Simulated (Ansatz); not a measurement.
Runs of Ansatz 0.2.0 on Co. Symmetry: P6_3/mmc, No. 194, hexagonal system. The conventional cell has a = 2.471 Å, b = 2.471 Å, c = 8.088 Å, α = 90.00°, β = 90.00°, γ = 120.00°. Around Co (site symmetry -6m2) lie 12 Co at 2.47 Å. Co (site symmetry -3m) has 12 Co at 2.47 Å as nearest neighbours. 

| task | level | potentials or basis | U | cell | cutoff (eV) | gap on the mesh (eV) | pressure (GPa) | moment (μB) |
| --- | --- | --- | --- | --- | --- | --- | --- | --- |
| density of states | PBEsol+U | all-electron LAPW, scalar-relativistic | Co d U = 4 eV | as given | 290 | none | 17.0 | (a) |
| relaxation of cell and atoms | PBEsol | all-electron LAPW, scalar-relativistic | - | relaxed | - | - | 0.0 | 6.48 |
| band structure | PBEsol | all-electron LAPW, inner shells corrected to Dirac's equation | - | as given | 290 | - | -5.8 | 6.59 |
| density of states | PBEsol+U | all-electron LAPW, scalar-relativistic | Co d U = 2 eV | as given | 290 | none | -2.7 | (c) |
| relaxation of cell and atoms | PBEsol | all-electron LAPW, scalar-relativistic | - | relaxed to 30 GPa | - | - | 30.0 | (b) |
| relaxation of cell and atoms | PBEsol | all-electron LAPW, scalar-relativistic | - | relaxed to 5 GPa | - | - | 5.0 | 6.35 |
| relaxation of cell and atoms | PBEsol | all-electron LAPW, scalar-relativistic | - | relaxed to 20 GPa | - | - | 20.0 | 6.08 |
| density of states | PBEsol | all-electron LAPW, scalar-relativistic | - | as given | 290 | none | -5.8 | 6.59 |

Alike in all rows: spin collinear, ferromagnetic start; k mesh 12 × 12 × 4; smearing fermi-dirac 0.05 eV; basis error allowed 0.002 eV/atom.

Task: Fill in the values left out.

Result: (a) 7.10; (b) 5.97; (c) 7.00.

Caveats: the density of states is complete only up to the lowest level of the last band computed (some runs); the magnetic state may not be the lowest (some runs); U is the effective U less J, on atomic orbitals that reach past the spheres (some runs); the U is typed as a test and isn't derived for this compound (some runs).

A gap of «none» marks a metal or a gap under the smearing width.
